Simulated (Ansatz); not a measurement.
# Guessed and relaxed cells of Bi

Recipe of this trial structure of Bi: 4-, 6-connected net of one element (P-3m1, No. 164). Its size is a rough estimate.

start.cif

```cif
data_structure
_symmetry_space_group_name_H-M 'P-3m1'
_symmetry_Int_Tables_number 164
_cell_length_a 4.4341
_cell_length_b 4.4341
_cell_length_c 7.3881
_cell_angle_alpha 90.000
_cell_angle_beta 90.000
_cell_angle_gamma 120.000
_cell_volume 125.80
loop_
_atom_site_label
_atom_site_type_symbol
_atom_site_symmetry_multiplicity
_atom_site_Wyckoff_symbol
_atom_site_fract_x
_atom_site_fract_y
_atom_site_fract_z
_atom_site_occupancy
Bi1 Bi 2 c 0.00000 0.00000 0.80256 1
Bi2 Bi 2 d 0.33333 0.66667 0.61461 1
```

All numbers below come from DFT PBE, scalar-relativistic, plane waves, PAW in Ansatz. Cutoff 420 eV, Gaussian smearing, Γ-centred meshes. Cell and atoms relax first on a coarse mesh and then on a finer one. In between, the cell is made exact in the group found at 0.06 Å. In metals the finer mesh still leaves noise of several meV/atom or more. The steps can't lower the symmetry of their start. No spin polarisation.

end.cif

```cif
data_structure
_symmetry_space_group_name_H-M 'P-3m1'
_symmetry_Int_Tables_number 164
_cell_length_a 4.5062
_cell_length_b 4.5062
_cell_length_c 9.5017
_cell_angle_alpha 90.000
_cell_angle_beta 90.000
_cell_angle_gamma 120.000
_cell_volume 167.09
loop_
_atom_site_label
_atom_site_type_symbol
_atom_site_symmetry_multiplicity
_atom_site_Wyckoff_symbol
_atom_site_fract_x
_atom_site_fract_y
_atom_site_fract_z
_atom_site_occupancy
Bi1 Bi 2 c 0.00000 0.00000 0.80922 1
Bi2 Bi 2 d 0.33333 0.66667 0.63527 1
```

The symmetry stays P-3m1 (No. 164). The volume per atom grows by 32.8 %, from 31.4 to 41.8 Å³. The shortest distance goes from 2.91 Å (Bi–Bi) to 3.08 Å (Bi–Bi). The ratio c/a of the conventional cell changes by a factor of 1.27. The energy falls by about 0.46 eV/atom (the start's value is from the coarse mesh).

```
Volume per atom                            : 41.77 Å³
Density                                    : 8.31 g/cm³
Energy over the standard state             : +0.05 eV/atom
Gap on the 12×12×6 mesh of the 4-atom cell : 0 eV (the bands overlap slightly)
```

Energies count from the standard state of Bi at the same level. So it is a metastable form at best.

The last run used Gaussian smearing of 0.10 eV. These runs have no spin–orbit coupling, which can matter for Bi. The zero gap may come from the functional, which often closes small gaps, or the cell may be a true semimetal. Symmetry constrained the relaxation, so the result can be a saddle point. In all, the 4 runs took 5.9 min on 1 thread of Arm Neoverse V1 (shared host).
